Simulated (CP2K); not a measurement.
Runs of CP2K 2026.2 on KF (Carobbiite). The structure is cubic, space group Fm-3m (No. 225). Conventional cell: a = 5.344 Å, b = 5.344 Å, c = 5.344 Å, α = 90.00°, β = 90.00°, γ = 90.00°. K (site symmetry m-3m) has 6 F at 2.67 Å as nearest neighbours. Around F (site symmetry m-3m) lie 6 K at 2.67 Å. 

```tsv
task	level	potentials or basis	smearing	EPS_DEFAULT	NGRIDS	CUTOFF of the grids	points a segment of the path (NPOINTS)	bands added on the path	gap on the mesh (eV)	pressure (GPa)	V0 of scaled cells (Å³/atom)	B0 (GPa)
equation of state	PBE	POTENTIAL_UZH K GTH-PBE-q9, F GTH-PBE-q7; TZVP-MOLOPT-PBE-GTH basis	fermi-dirac 0.05 eV	1.0E-10	4	750 Ry	-	-	-	-	19.99	29
band structure	LDA	GTH_POTENTIALS K GTH-PADE-q9, F GTH-PADE-q7; TZVP-MOLOPT-PBE-GTH basis	fermi-dirac 0.05 eV	1.0E-9	5	750 Ry	10	2	(b)	-3.6	-	-
band structure	TB-mBJ	POTENTIAL_UZH K GTH-PBE-q9, F GTH-PBE-q7; TZVP-MOLOPT-PBE-GTH basis	fermi-dirac 0.0259 eV	1.0E-10	4	1100 Ry	10	4	7.17	-	-	-
single point	PBE	POTENTIAL_UZH K GTH-PBE-q9, F GTH-PBE-q7; TZVP-MOLOPT-PBE-GTH basis	fermi-dirac 0.05 eV	1.0E-10	5	750 Ry	-	-	6.17	1.5	-	-
band structure	PBE	POTENTIAL_UZH K GTH-PBE-q9, F GTH-PBE-q7; TZVP-MOLOPT-PBE-GTH basis	fermi-dirac 0.01 eV	1.0E-9	4	750 Ry	6	6	6.16	1.5	-	-
equation of state	PBEsol	POTENTIAL_UZH K GTH-PBE-q9, F GTH-PBE-q7; TZVP-MOLOPT-PBE-GTH basis	fermi-dirac 0.05 eV	1.0E-10	4	750 Ry	-	-	-	-	18.82	(a)
band structure	PBEsol	POTENTIAL_UZH K GTH-PBE-q9, F GTH-PBE-q7; TZVP-MOLOPT-PBE-GTH basis	fermi-dirac 0.0259 eV	1.0E-9	4	750 Ry	10	4	6.00	-0.4	-	-
band structure	r2SCAN	POTENTIAL_UZH K GTH-SCAN-q9, F GTH-SCAN-q7; TZVP-MOLOPT-SCAN-GTH basis	fermi-dirac 0.05 eV	1.0E-9	5	1100 Ry	10	2	6.83	-0.3	-	-
```

Alike in all rows: no spin polarisation; cell as given; k mesh 9 × 9 × 9.

Question: Estimate the missing entries.

Answer: (a) 33; (b) 5.80.

Caveats: the basis of atomic orbitals isn't converged, which shifts pressures, moduli and gaps; the potentials were made for another functional, which shifts forces and pressure (some runs); this is a model potential without an energy functional, so only levels have meaning (some runs); an odd mesh through Γ misses points on the zone boundary, where band edges often lie (some runs).

Not every run made on this cell is shown here.
